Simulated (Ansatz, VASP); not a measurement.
# Two plane-wave programs on TaN

```
CELL_PARAMETERS angstrom
5.19600 0.00000 0.00000
-2.59800 4.49987 0.00000
0.00000 0.00000 2.91100
ATOMIC_POSITIONS crystal
Ta 0.00000 0.00000 0.00000
Ta 0.66667 0.33333 0.50000
Ta 0.33333 0.66667 0.50000
N 0.00000 0.39285 0.00000
N 0.60715 0.60715 0.00000
N 0.39285 0.00000 0.00000
```

Alike in both runs: functional PBEsol; k mesh 6 × 6 × 9; occupations fermi-dirac, width 0.05 eV; no spin polarisation.

|  | VASP | Ansatz |
| --- | --- | --- |
| version | VASP 6.6.1 | Ansatz 0.2.0 |
| potentials or method | VASP PAW PBE potentials, release 64 (Ta_pv, N) | Ansatz PAW |
| plane-wave cutoff (eV) | 520 | 420 |
| valence electrons in the cell | 48 | 54 |
| task | single point | band structure |

Ansatz gave:

```
gap on the k mesh at the Fermi level (eV)       : none
pressure (GPa)                                  : -3.8
largest component of the traceless stress (GPa) : 1.11
rms of the force components (eV/Å)              : 0.007
```

Q: What did VASP give for the same quantities?

A: gap on the k mesh at the Fermi level (eV): none; pressure (GPa): -3.0; largest component of the traceless stress (GPa): 1.21; rms of the force components (eV/Å): 0.010.

Atom by atom the forces differ by 0.004 eV/Å (rms over components). A gap of «none» marks a metal or a gap that the smearing closes. The functional is the same, so the differences come from potentials, cutoffs and numerics. The two sets of potentials don't hold the same shells in valence.

Caveats: the PAW data sets were made with another functional, which shifts forces and pressure a little (VASP); the pressure holds a Pulay correction of +0.5 GPa for the finite cutoff (Ansatz); spin-orbit coupling is left out, which moves the levels of the heavy elements (Ansatz); the PAW data sets come from PBE, with cores solved anew for the run's functional, which leaves a small shift of forces and pressure (Ansatz). Spin-orbit coupling is left out, which matters for the levels of Ta.
